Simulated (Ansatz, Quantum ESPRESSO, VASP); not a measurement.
**One calculation of ZnF2, 3 ways**

```
Zn F
1.0
     4.70480    0.00000    0.00000
     0.00000    4.70480    0.00000
     0.00000    0.00000    3.13380
Zn F
2 4
Direct
  0.50000 0.50000 0.50000
  0.00000 0.00000 0.00000
  0.80240 0.19760 0.50000
  0.69760 0.69760 0.00000
  0.19760 0.80240 0.50000
  0.30240 0.30240 0.00000
```

Alike in all runs: task single point; functional PBE; k mesh 6 × 6 × 9; occupations fermi-dirac, width 0.05 eV; no spin polarisation; no spin-orbit coupling. Pressure is positive in compression and, in plane waves, holds the error of the finite cutoff, which Ansatz's Pulay term estimates and takes out.

```
                   program and potentials  plane-wave cutoff (eV)                                                                        notes  pressure (GPa)
                       Ansatz, Ansatz PAW                     420  8.67 valence electrons an atom on average; Pulay term of +0.85 GPa included            5.90
Quantum ESPRESSO, SSSP 1.3 efficiency PBE                     748                                   11.33 valence electrons an atom on average            6.14
        VASP, PBE PAW files F, Zn, 520 eV                     520                                    8.67 valence electrons an atom on average            6.55
```

The pressure spans 5.90 (Ansatz, Ansatz PAW) to 6.55 GPa (VASP, PBE PAW files F, Zn, 520 eV).

Differences between rows come from potentials, basis sets and numerical settings, since the functional is the same but for its coding. Runs on potential files found faulty are left out.
